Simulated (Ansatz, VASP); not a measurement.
## One calculation of MgO, two programs

```
Mg O
1.0
     0.00000    2.12685    2.12685
     2.12685    0.00000    2.12685
     2.12685    2.12685    0.00000
Mg O
1 1
Direct
  0.00000 0.00000 0.00000
  0.50000 0.50000 0.50000
```

Alike in both runs: task relaxation of cell and atoms; functional PBEsol; k mesh 10 × 10 × 10; occupations gaussian, width 0.02 eV; no spin polarisation.

|  | VASP | Ansatz |
| --- | --- | --- |
| version | VASP 6.6.1 | Ansatz 0.2.0 |
| potentials or method | VASP PAW PBE potentials, release 64 (Mg, O) | scalar-relativistic, plane waves, PAW |
| plane-wave cutoff (eV) | 600 | 420 |
| valence electrons in the cell | 8 | 16 |

```csv
,VASP,Ansatz,Ansatz less VASP
"gap on the k mesh at the Fermi level, each at its own relaxed structure (eV)",4.67,4.62,-0.048
relaxed volume (Å³/atom),9.31,9.36,+0.044
relaxed cell length with the largest relative difference (Å),2.975,2.980,+0.0047
energy change over the relaxation (meV/atom),-5,-4,+1.3
```

The two sets of potentials don't hold the same shells in valence.

Caveats: the PAW data sets were made with another functional, which shifts forces and pressure a little (VASP). As with any semilocal functional, this PBEsol gap is likely too small.
